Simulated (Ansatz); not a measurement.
Input of an Ansatz 0.2.0 run:

File input.yaml:

```yaml
crystal:
  lattice:
    - [0.0, 3.04235, 3.04235]
    - [3.04235, 0.0, 3.04235]
    - [3.04235, 3.04235, 0.0]
  atoms:
    - { symbol: Sr, position: [0.0, 0.0, 0.0] }
hamiltonian:
  xc: pbe
  pseudopotentials: { kind: paw }
kpoints:
  mp_grid: { grid: [8, 8, 8] }
scf:
  occupations: { method: fermi_dirac, width: 0.05 }
output:
  forces: true
  stress: true
  eigenvalues: true
relax:
  f_tol: 0.01
  max_steps: 40
  cell: { stress_tol: 0.05, p_target: 5.0 }
```

Potentials or basis: Ansatz PAW.

Run with:

```bash
$ ansatz run input.yaml --threads 2 --pin off --max-ram 5632MiB --backend cpu --events-out ev --progress --plain --runs-dir out
```

Q: What does it give for the relaxed volume?

A: 41.88 Å³/atom.

Q: Estimate the relaxed cell.

A: a = 3.898 Å, b = 3.898 Å, c = 3.898 Å, α = 60.00°, β = 60.00°, γ = 60.00°.

Q: Predict the space group after relaxing (to 0.05 Å).

A: Fm-3m (No. 225).

The path:
| step | energy change (eV) | largest force (eV/Å) | volume (Å³) |
| --- | --- | --- | --- |
| 1 | 0.0000 | 0.0000 | 56.32 |
| 2 | 0.0308 | 0.0000 | 48.33 |
| 3 | 0.1805 | 0.0000 | 41.27 |
| 4 | 0.1606 | 0.0000 | 41.88 |
| 5 | 0.1607 | 0.0000 | 41.88 |

Caveat: the volume moved by over 15 % at a fixed basis, so the end points are rough; the plane-wave basis is chosen anew once the cell has moved, so the energies of steps on either side of that aren't comparable.
